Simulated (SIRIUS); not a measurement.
**GaN under changes of volume**

One of the cells (11.673 Å³/atom); the others are scaled copies at fixed shape and fractional positions:

```
CELL_PARAMETERS angstrom
0.00000 2.26842 2.26842
2.26842 0.00000 2.26842
2.26842 2.26842 0.00000
ATOMIC_POSITIONS crystal
Ga 0.00000 0.00000 0.00000
N 0.25000 0.25000 0.25000
```

The cell is a database's computed one.

| Item | Value |
| --- | --- |
| Program | SIRIUS 7.12.0 |
| Functional | PBEsol |
| Potentials or basis | PseudoDojo 0.4.1 PBEsol standard (scalar relativistic) |
| Cutoff | 1152 eV |
| Density cutoff | 4606 eV |
| k mesh | 10 × 10 × 10 |
| Occupations | fermi-dirac, width 0.05 eV |
| Spin | no spin polarisation |

```tsv
volume (Å³/atom)	energy over the lowest point (meV/atom)	pressure (GPa)	gap on the mesh (eV)
10.757	21.09	12.1	2.11
10.986	?	?	?
11.215	0.00	3.0	1.84
11.673	2.42	-4.4	1.58
11.902	10.97	-7.5	1.45
12.131	23.76	-10.3	1.33
```

Q: What does the run at 10.986 Å³/atom give?

A: Energy over the lowest point 7.28 meV/atom; pressure 7.3 GPa; gap on the mesh 1.97 eV.

Worked out: A Birch-Murnaghan fit of order 3 (a polynomial in V^(-2/3)) to the other rows has its minimum at 11.39 Å³/atom with B0 = V·E''(V) = 188 GPa and B' = 4.4. It gives 7.28 meV/atom at 10.986 Å³/atom, against the run's 7.28, and -dE/dV = 7.3 GPa, against 7.3. A straight line through the other rows of the gap, of slope -6.5 eV per unit of ln V, gives 1.97 eV, against the run's 1.97.

Energies are extrapolated to zero smearing.

A mesh can miss the band edges. Spin-orbit coupling on Ga is left out.
